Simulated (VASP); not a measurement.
Input and output of a VASP PBE single-point calculation on ZrO$_{2}$ (strained database structure)

INCAR

```
LCHARG = .TRUE.
EDIFF = 1E-7
PREC = Accurate
IBRION = -1
LWAVE = .FALSE.
LREAL = .FALSE.
ENCUT = 520
LASPH = .TRUE.
LELF = .TRUE.
ISMEAR = -1
NSW = 0
GGA = PE
NELM = 120
ISIF = 2
SIGMA = 0.02
NBANDS = 33
```

KPOINTS

```
KPOINTS created by Atomic Simulation Environment
0
Gamma
8 8 6
0 0 0
```

KPOINTS_OPT

```
special points
7
Reciprocal
0.0000000000 0.0000000000 0.0000000000 1
0.0000000000 0.5000000000 0.0000000000 1
0.5000000000 0.5000000000 0.0000000000 1
0.0000000000 0.0000000000 0.5000000000 1
0.0000000000 0.5000000000 0.5000000000 1
0.5000000000 0.5000000000 0.5000000000 1
0.2343750000 0.2343750000 0.0000000000 1
```

POSCAR

```
Zr O
 1.0000000000000000
     3.6370388244999998    0.0000000000000000    0.0000000000000000
     0.0000000000000000    3.6370388244999998    0.0000000000000000
     0.0000000000000000    0.0000000000000000    5.2794314126000002
 Zr  O
   2   4
Cartesian
  0.0000000000000000  0.0000000000000000 -0.0000000000000000
  1.8185194122499999  1.8185194122499999  2.6397157063000001
  0.0000000000000000  1.8185194122499999  1.6308205504089928
 -0.0000000000000000  1.8185194122499999  4.2705362567089917
  1.8185194122499999  0.0000000000000000  3.6486108621910076
  1.8185194122499999  0.0000000000000000  1.0088951558910075
```

VASP ran with the recommended PBE PAW datasets (48 valence electrons in the cell).

Command

```
mpirun -np 1 vasp_std
```

From OUTCAR

```
k-points           NKPTS =     60   k-points in BZ     NKDIM =     60   number of bands    NBANDS=     33

   NELECT =      48.0000    total number of electrons

   dimension x,y,z NGX =    28 NGY =   28 NGZ =   40
   dimension x,y,z NGXF=    56 NGYF=   56 NGZF=   80

  energy-cutoff  :      520.00
  volume of cell :       69.84
      direct lattice vectors                 reciprocal lattice vectors
     3.637038824  0.000000000  0.000000000     0.274948948  0.000000000  0.000000000
     0.000000000  3.637038824  0.000000000     0.000000000  0.274948948  0.000000000
     0.000000000  0.000000000  5.279431413     0.000000000  0.000000000  0.189414337

 k-points in reciprocal lattice and weights: KPOINTS created by Atomic Simulation Env
   0.00000000  0.00000000  0.00000000       0.003
   0.12500000  0.00000000  0.00000000       0.010
   0.25000000  0.00000000  0.00000000       0.010
   0.37500000  0.00000000  0.00000000       0.010
   0.50000000  0.00000000  0.00000000       0.005
   0.12500000  0.12500000  0.00000000       0.010
   0.25000000  0.12500000  0.00000000       0.021
   0.37500000  0.12500000  0.00000000       0.021
   ...

 E-fermi :   6.4133

 k-point     1 :       0.0000    0.0000    0.0000
  band No.  band energies     occupation
      1     -41.5671      2.00000
      2     -41.5238      2.00000
      3     -20.0392      2.00000
      4     -19.5684      2.00000
      5     -19.5684      2.00000
      6     -19.4952      2.00000
      7     -19.4423      2.00000
      8     -19.4423      2.00000
      9     -11.4335      2.00000
     10     -10.3027      2.00000
     11      -9.7762      2.00000
     12      -9.4783      2.00000
     13       1.3397      2.00000
     14       1.4991      2.00000
     15       1.7040      2.00000
     16       1.7040      2.00000
     17       3.6492      2.00000
     18       3.6492      2.00000
     19       4.5851      2.00000
     20       4.5851      2.00000
     21       5.1005      2.00000
     22       5.8209      2.00000
     23       5.8263      2.00000
     24       5.8263      2.00000
     25       9.9321      0.00000
     26      10.4863      0.00000
     27      11.0585      0.00000
     28      11.3810      0.00000
     29      12.4862      0.00000
     30      12.6461      0.00000
     31      13.7731      0.00000
     32      13.7731      0.00000
     33      15.2061      0.00000

 k-point     2 :       0.1250    0.0000    0.0000
  band No.  band energies     occupation
      1     -41.5633      2.00000
      2     -41.5233      2.00000
      3     -20.0113      2.00000
      4     -19.6324      2.00000
      5     -19.5613      2.00000
      6     -19.5103      2.00000
      7     -19.4982      2.00000
      8     -19.4447      2.00000
      9     -11.2989      2.00000
     10     -10.2464      2.00000
     11      -9.7908      2.00000
     12      -9.5199      2.00000
     13       1.2110      2.00000
     14       1.5570      2.00000
     15       1.7991      2.00000
     16       2.1917      2.00000
     17       3.4639      2.00000
     18       3.6413      2.00000
     19       4.4623      2.00000
     20       4.5094      2.00000
     21       5.1416      2.00000
     22       5.5460      2.00000
     23       5.7339      2.00000
     24       5.8620      2.00000
     25      10.1932      0.00000
     26      10.5720      0.00000
     27      11.0837      0.00000
     28      11.2632      0.00000
     29      12.5681      0.00000
     30      12.9785      0.00000
     31      13.4664      0.00000
     32      13.7863      0.00000
     33      14.8885      0.00000

 k-point     3 :       0.2500    0.0000    0.0000
  band No.  band energies     occupation
      1     -41.5535      2.00000
      2     -41.5228      2.00000
      3     -19.9371      2.00000
      4     -19.7671      2.00000
      5     -19.6666      2.00000
      6     -19.5421      2.00000
      7     -19.5290      2.00000
      8     -19.4527      2.00000
      9     -10.9638      2.00000
     10     -10.1541      2.00000
     11      -9.8174      2.00000
     12      -9.6068      2.00000
     13       1.3656      2.00000
     14       1.6915      2.00000
     15       2.0763      2.00000
     16       2.8511      2.00000
     17       3.2597      2.00000
     18       3.6448      2.00000
     19       4.1218      2.00000
     20       4.2623      2.00000
     21       4.9458      2.00000
     22       5.1484      2.00000
     23       5.6570      2.00000
     24       5.9230      2.00000
     25      10.5988      0.00000
     26      10.7075      0.00000
     27      10.9076      0.00000
     28      11.1531      0.00000
     29      12.6958      0.00000
     30      12.8779      0.00000
     31      13.8421      0.00000
     32      13.9072      0.00000
     33      14.0596      0.00000

 k-point     4 :       0.3750    0.0000    0.0000
  band No.  band energies     occupation
      1     -41.5413      2.00000
      2     -41.5247      2.00000
      3     -19.8878      2.00000
      4     -19.8813      2.00000
      5     -19.7711      2.00000
      6     -19.5939      2.00000
      7     -19.5160      2.00000
      8     -19.4676      2.00000
      9     -10.5879      2.00000
     10     -10.1680      2.00000
     11      -9.8116      2.00000
     12      -9.6743      2.00000
     13       1.7338      2.00000
     14       1.8103      2.00000
     15       2.5104      2.00000
     16       2.8374      2.00000
     17       3.6253      2.00000
     18       3.7238      2.00000
     19       3.8475      2.00000
     20       3.9491      2.00000
     21       4.3590      2.00000
     22       4.9762      2.00000
     23       5.7210      2.00000
     24       5.9303      2.00000
     25      10.4135      0.00000
     26      10.5204      0.00000
     27      11.1067      0.00000
     28      11.2367      0.00000
     29      12.2142      0.00000
     30      12.9718      0.00000
     31      13.5385      0.00000
     32      13.9978      0.00000
     33      14.1996      0.00000

 k-point     5 :       0.5000    0.0000    0.0000
  band No.  band energies     occupation
      1     -41.5308      2.00000
      2     -41.5308      2.00000
      3     -19.9263      2.00000
      4     -19.9263      2.00000
      5     -19.6874      2.00000
      6     -19.6874      2.00000
      7     -19.4895      2.00000
      8     -19.4895      2.00000
      9     -10.3141      2.00000
     10     -10.3141      2.00000
     11      -9.7465      2.00000
     12      -9.7465      2.00000
     13       1.8605      2.00000
     14       1.8605      2.00000
     15       3.0536      2.00000
     16       3.0536      2.00000
     17       3.2689      2.00000
     18       3.2689      2.00000
     19       3.9465      2.00000
     20       3.9465      2.00000
     21       4.5751      2.00000
     22       4.5751      2.00000
     23       5.8533      2.00000
     24       5.8533      2.00000
     25      10.3191      0.00000
     26      10.3191      0.00000
     27      11.2600      0.00000
     28      11.2600      0.00000
     29      12.3263      0.00000
     30      12.3263      0.00000
     31      13.9421      0.00000
     32      13.9421      0.00000
     33      14.2894      0.00000

 k-point     6 :       0.1250    0.1250    0.0000
  band No.  band energies     occupation
      1     -41.5597      2.00000
      2     -41.5227      2.00000
      3     -19.9844      2.00000
      4     -19.6606      2.00000
      5     -19.5891      2.00000
      6     -19.5506      2.00000
      7     -19.5006      2.00000
      8     -19.4732      2.00000
      9     -11.1654      2.00000
     10     -10.1834      2.00000
     11      -9.8081      2.00000
     12      -9.5634      2.00000
     13       1.2222      2.00000
     14       1.6260      2.00000
     15       1.8738      2.00000
     16       2.5434      2.00000
     17       3.1885      2.00000
     18       3.7372      2.00000
     19       4.1637      2.00000
     20       4.4806      2.00000
     21       5.1004      2.00000
     22       5.4221      2.00000
     23       5.7975      2.00000
     24       5.9043      2.00000
     25      10.3729      0.00000
     26      10.6707      0.00000
     27      11.0906      0.00000
     28      11.1915      0.00000
     29      12.6240      0.00000
     30      13.2342      0.00000
     31      13.2849      0.00000
     32      13.7318      0.00000
     33      14.7430      0.00000

 ...

  Total       -0.8116424     -0.8116424      0.0859069      0.0000000      0.0000000      0.0000000
  in kB      -18.6205398    -18.6205398      1.9708595      0.0000000      0.0000000      0.0000000
  external PRESSURE =     -11.7567400 kB  Pullay stress =       0.0000000 kB

 POSITION                                       TOTAL-FORCE (eV/Angst)
 -----------------------------------------------------------------------------------
      0.00000      0.00000      0.00000         0.000000      0.000000      0.000000
      1.81852      1.81852      2.63972        -0.000000     -0.000000      0.000000
      0.00000      1.81852      1.63082         0.000000      0.000000     -0.037791
      0.00000      1.81852      4.27054         0.000000      0.000000     -0.037791
      1.81852      0.00000      3.64861         0.000000      0.000000      0.037791
      1.81852      0.00000      1.00890         0.000000      0.000000      0.037791
 -----------------------------------------------------------------------------------
    total drift:                                0.000000      0.000000      0.000000

  FREE ENERGIE OF THE ION-ELECTRON SYSTEM (eV)
  ---------------------------------------------------
  free  energy   TOTEN  =       -57.3380270313 eV

  energy  without entropy=      -57.3380270313  energy(sigma->0) =      -57.33802703
```

```
gap between bands v and c : 3.95 eV
least direct gap          : 4.11 eV
pressure                  : -1.2 GPa
largest force             : 0.04 eV/Å
```

Band v is the last that the valence electrons fill when counted band by band, and c is the next.

The run took about 2.2 min on one core of a shared host (Intel Xeon Platinum 8488C) and held 0.3 GiB at most.
